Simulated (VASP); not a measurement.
# SiC: G0W0 on PBE, by volume over the given one and cell

SiC, F-43m (no. 216), 2 atoms in the cell. PBE, GW; PAW potentials Si_GW, C_GW (PBE set).

| Volume over the given one | Cell | Quasiparticle gap on the mesh (eV) | Gap of the starting point on the mesh (eV) | Quasiparticle gap at the zone centre (eV) | Starting gap at the zone centre (eV) | Correction of the gap between the band edges on the mesh (eV) | Time (s) |
|---|---|---|---|---|---|---|---|
| 0.94 | scale = 0.94 | 2.14 | 1.25 | 8.09 | 6.95 | 0.89 | 10 |
| 0.97 | scale = 0.97 | 2.16 | 1.28 | 7.71 | 6.58 | 0.88 | 10 |
| 1 | as given | ? | ? | ? | ? | ? | 11 |
| 1.03 | scale = 1.03 | 2.18 | 1.34 | 6.97 | 5.87 | 0.84 | 11 |

What would be expected in the open row?

Answer: Quasiparticle gap on the mesh (eV): 2.17, Gap of the starting point on the mesh (eV): 1.31, Quasiparticle gap at the zone centre (eV): 7.33, Starting gap at the zone centre (eV): 6.22, Correction of the gap between the band edges on the mesh (eV): 0.86.

Limits: the mesh is coarse: the screening isn't converged, and the gap may still move by about 0.1 eV.

## Input of the first row

INCAR.step1:
```
SYSTEM = SiC
ALGO = Normal ; EDIFF = 1E-8
ENCUT = 500 ; GGA = PE
ISMEAR = 0 ; KPAR = 4
LASPH = .TRUE. ; LCHARG = .FALSE.
LREAL = .FALSE. ; LWAVE = .TRUE.
NELM = 150 ; PREC = Accurate
SIGMA = 0.05
```

INCAR.step2, as INCAR.step1 but for:
```
- ALGO = Normal
- NELM = 150
+ ALGO = Exact
+ ISTART = 1
+ LOPTICS = .TRUE.
+ NBANDS = 128
+ NELM = 1
```

INCAR.step3:
```
SYSTEM = SiC
ALGO = EVGW0 ; ENCUT = 500
ENCUTGW = 200 ; GGA = PE
ISMEAR = 0 ; ISTART = 1
KPAR = 4 ; LASPH = .TRUE.
LCHARG = .FALSE. ; LREAL = .FALSE.
LWAVE = .FALSE. ; NBANDS = 128
NBANDSGW = 8 ; NELMGW = 1
NOMEGA = 48 ; PREC = Accurate
PRECFOCK = Fast ; SIGMA = 0.05
```

KPOINTS:
```
k-points
0
Gamma
  4 4 4
```

POSCAR:
```
SiC
1.0
    0.0000000000      2.1345181309      2.1345181309
    2.1345181309      0.0000000000      2.1345181309
    2.1345181309      2.1345181309      0.0000000000
Si C
1 1
Direct
    0.0000000000      0.0000000000      0.0000000000
    0.7500000000      0.7500000000      0.7500000000
```

Commands (each step's output is kept before the next begins):
```
cat potpaw_PBE.64/Si_GW/POTCAR potpaw_PBE.64/C_GW/POTCAR > POTCAR
cp INCAR.step1 INCAR
mpirun -np 4 vasp_std > vasp.out
cp INCAR.step2 INCAR
mpirun -np 4 vasp_std > vasp.out
cp INCAR.step3 INCAR
mpirun -np 4 vasp_std > vasp.out
```

VASP 6.6.1 took 10 s on 4 cores (AMD EPYC 9R45 (Zen 5)), a shared host.
